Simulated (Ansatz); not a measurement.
The system is Ti.

```xyz
2
Lattice="2.9500 0.0000 0.0000 -1.4750 2.5548 0.0000 0.0000 0.0000 4.6800" Properties=species:S:1:pos:R:3 pbc="T T T"
Ti    1.4750    0.8516    3.5100
Ti    0.0000    1.7032    1.1700
```

Base run:

```yaml
Program: Ansatz 0.2.0
Functional: PBE
Potentials_or_basis: Ansatz PAW
Cutoff: 420 eV
Density_cutoff: 1680 eV
k_mesh: 10 × 10 × 6
Occupations: fermi-dirac, width 0.05 eV
Spin: no spin polarisation
```

Its results: band gap on the k mesh none (metal or under the smearing width); pressure -1.5 GPa.

Problem. After a change of settings the same cell gave: band gap on the k mesh none (metal or under the smearing width); pressure -2.1 GPa. Which change was it?
A. occupations from fermi-dirac, width 0.05 eV to methfessel-paxton, width 0.1 eV; dispersion from none to D3(BJ)
B. functional from PBE to rPW86-PBE
C. functional from PBE to r2SCAN; cutoff from 420 eV to 500 eV; density cutoff from 1680 eV to 2000 eV
D. potentials or basis from Ansatz PAW to JTH PAW; cutoff from 420 eV to 1230 eV; density cutoff from 1680 eV to 4920 eV

Solution. C.

Caveats: the PAW data sets come from PBE, with cores solved anew for the run's functional, which leaves a small shift of forces and pressure (some runs).

Not every run made on this cell is shown here.
